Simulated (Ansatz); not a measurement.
Zinc-blende AlSb, relaxed in Ansatz (plane waves) with several semilocal functionals. Each gives its own volume and its own bulk modulus:

| level | V0 (Å³/atom) | bulk modulus B0 (GPa) | ln V0 | ln B0 |
|---|---|---|---|---|
| LDA | 28.472 | 56.42 | 3.3489 | 4.0328 |
| PBE-D4 | 29.024 | 54.73 | 3.3681 | 4.0024 |
| PBE-D3(BJ) | 29.062 | 54.31 | 3.3694 | 3.9947 |
| PBEsol | 29.178 | 53.76 | 3.3734 | 3.9845 |
| PBE | 30.153 | 49.29 | 3.4063 | 3.8977 |
| BLYP | 31.504 | 42.20 | 3.4501 | 3.7424 |

### Question
Fit a straight line to ln B0 against ln V0. What does it predict for r²SCAN+rVV10, whose volume is 29.186 Å³/atom?

### Answer
With x = ln V0 and y = ln B0: means 3.38603 and 3.94242; Σ(Δx Δy) = -0.01955, Σ(Δx²) = 0.006652, so the slope is -2.94. At x = 3.3737 the line gives y = 3.94242 + (-2.94) × (3.3737 − 3.38603) = 3.9787, or 53.45 GPa. The run with r²SCAN+rVV10 gives 57.33 GPa, +7.3 % from the line. The rows used scatter about it by up to 1.9 %, while the largest value lies 34 % above the smallest. For comparison, PBE's own equation of state has B′ = 4.5, the slope −d ln B/d ln V at a fixed functional; the two needn't agree, since functionals also differ at one volume.

Measured: 58.2 GPa (measured, temperature not stated, not corrected to a static lattice; as tabulated in Toher et al. (2017), arXiv:1611.05714).

Ansatz's density-functional and Hartree–Fock values are scalar-relativistic unless marked +SOC, with PAW data made under PBE.

Ansatz is a quantum-chemistry and plane-wave program.
